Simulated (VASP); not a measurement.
GaAs:

```
CELL_PARAMETERS angstrom
0.00000 2.83140 2.83140
2.83140 0.00000 2.83140
2.83140 2.83140 0.00000
ATOMIC_POSITIONS crystal
Ga 0.00000 0.00000 0.00000
As 0.25000 0.25000 0.25000
```

The cell was built by a generator and needn't be a form met in nature.

Base run:

```yaml
Program: VASP 6.6.1
Functional: PBEsol
Potentials_or_basis: VASP PAW PBE potentials, release 64 (Ga_d, As)
Cutoff: 520 eV
k_mesh: 10 × 10 × 10
Occupations: gaussian, width 0.03 eV
Spin: no spin polarisation
```

Its results: band gap on the k mesh 0.42 eV, direct; pressure -0.1 GPa.

Q: The run is repeated on the same cell with these changes: functional from PBEsol to LDA; potentials or basis from VASP PAW PBE potentials, release 64 (Ga_d, As) to VASP PAW LDA potentials, release 64 (Ga_d, As). What comes out?

A: Band gap on the k mesh 0.30 eV, direct; pressure -2.0 GPa.

Caveats: the PAW data sets were made with another functional, which shifts forces and pressure a little (some runs).
